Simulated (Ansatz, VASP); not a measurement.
**One calculation of Si, two programs**

```
Si
1.0
     0.00000    2.77523    2.77523
     2.77523    0.00000    2.77523
     2.77523    2.77523    0.00000
Si
2
Cartesian
  2.7752 2.7752 2.7752
  4.1629 4.1629 4.1629
```

Change from the starting cell: volume scaled by 1.06.

Alike in both runs: task single point; functional PBEsol; k mesh 8 × 8 × 8; occupations fermi-dirac, width 0.05 eV; no spin polarisation.

```csv
,VASP,Ansatz
version,VASP 6.6.1,Ansatz 0.2.0
potentials or method,"VASP PAW PBE potentials, release 64 (Si), cutoff 520 eV","all-electron LAPW, scalar-relativistic"
```

```csv
,VASP,Ansatz,Ansatz less VASP
gap on the k mesh at the Fermi level (eV),0.60,0.61,+0.006
least direct gap on the mesh (eV),2.38,2.38,-0.001
pressure (GPa),-5.1,-5.2,-0.12
```

Ansatz ran all-electron here, so the differences hold the error of VASP's frozen core and of both bases.

Caveats: the PAW data sets were made with another functional, which shifts forces and pressure a little (VASP). A k mesh can miss the band edges.
